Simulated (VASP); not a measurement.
Shape and ions are relaxed at each volume.

Consider the following.

InN is modelled in the hexagonal space group P6₃mc (No. 186), the wurtzite structure, Pearson symbol hP4. Lattice parameters: a = 3.5840 Å, b = 3.5840 Å, c = 5.7910 Å, α = 90.00°, β = 90.00°, γ = 120.00°. In on 2b sees 4 N at 2.185–2.195 Å (tetrahedral). N on 2b has 4 In at 2.185–2.195 Å (tetrahedral). (Neighbours: up to the widest gap in distance over summed covalent radii, below 1.35, at either atom; cation-cation and far metal-metal contacts left out.)

Computed with PBE GGA, VASP's PBE PAW potentials (set 64) (plane waves; VASP). Numerical set-up: 520 eV cut-off, 10×10×6 Γ-centred mesh, first-order Methfessel-Paxton smearing of 0.10 eV, potentials In_d N.

Task: Give the energy at these volumes per atom, relative to the lowest: 15.14, 15.62, 16.10, 16.59, 17.07 Å³.

Result: 24.7, 5.8, 0.0, 5.1, 19.5 meV/atom. A third-order Birch-Murnaghan fit gives B0 = 121 GPa and B0′ = 4.7.

Measured: bulk modulus 126 GPa (computed value off by -3.7 %), as given by Phys. Rev. B 49, 14 (GaN and InN under pressure), abstract. The calculation is for a static lattice, while the measured bulk modulus holds thermal and zero-point effects, which are part of the difference.

The compound is InN in the wurtzite structure. It was relaxed first.
